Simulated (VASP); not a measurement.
```xyz
2
Lattice="0.0000 2.9683 2.9683 2.9683 0.0000 2.9683 2.9683 2.9683 0.0000" Properties=species:S:1:pos:R:3 pbc="T T T"
Na     0.0000     0.0000     0.0000
Br     2.9683     2.9683     2.9683
```

Method: r2SCAN meta-GGA, VASP's PBE PAW potentials (set 64) (plane waves; VASP 6.6.1). Numerical set-up: 520 eV cut-off, 9×9×9 Γ-centred mesh, tetrahedra with Blöchl corrections, potentials Na_pv Br.

Give the energies of bands 5 to 10 at the high-symmetry points, in eV from the valence-band maximum.

```csv
band,Γ,X,U,L,W
5,0.00,-1.86,-1.58,-2.11,-1.35
6,0.00,-0.69,-1.26,-0.30,-1.35
7,0.00,-0.69,-0.57,-0.30,-0.85
8,5.02,7.04,7.69,6.87,8.46
9,10.48,7.53,8.79,10.30,9.50
10,10.48,11.70,10.64,10.30,9.50
```

The gap is direct, 5.02 eV, from the valence maximum at Γ to the conduction minimum at Γ.

Measured: gap 7.10 eV (computed value off by -2.08 eV), as given by Aguado et al., (1998), arXiv:cond-mat/9809176.

The compound is NaBr in the rock salt structure. It was relaxed first.
